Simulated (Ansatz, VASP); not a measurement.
**Two plane-wave programs on Mg12O (a cell with a defect)**

```xyz
13
Lattice="6.4200 0.0000 0.0000 -4.8150 8.3398 0.0000 0.0000 0.0000 5.2130" Properties=species:S:1:pos:R:3 pbc="T T T"
Mg    0.0616    0.0254   -0.0377
Mg    0.0599    1.8353    2.6277
Mg   -1.5856    2.8461    0.0525
Mg   -1.5778    4.6344    2.6535
Mg   -3.1821    5.5383   -0.0051
Mg   -3.1960    7.4949    2.6551
Mg    3.1472    0.0207   -0.0065
Mg    3.1463    1.8299    2.6577
Mg    1.5905    2.7002   -0.0343
Mg    1.5792    4.6568    2.6239
Mg   -0.0237    5.5599   -0.0354
Mg   -0.0206    7.3498    2.5656
O     1.6036    0.9281    3.9179
```

Alike in both runs: functional LDA; k mesh 3 × 2 × 3; occupations gaussian, width 0.05 eV; no spin polarisation.

Ansatz relaxed the structure, and its values are those at the end. VASP's run is a single point on that final structure, the one shown.

```csv
,VASP,Ansatz
version,VASP 6.6.1,Ansatz 0.2.0
potentials or method,"VASP PAW LDA potentials, release 64 (Mg, O)","scalar-relativistic, plane waves, PAW"
plane-wave cutoff (eV),520,420
valence electrons in the cell,30,126
```

```tsv
	VASP	Ansatz	Ansatz less VASP
rms of the force components (eV/Å)	0.011	0.008	-0.0031
```

The two sets of potentials don't hold the same shells in valence.

Caveats: the k mesh is coarse (spacing up to 0.40 Å⁻¹), so the values aren't converged.
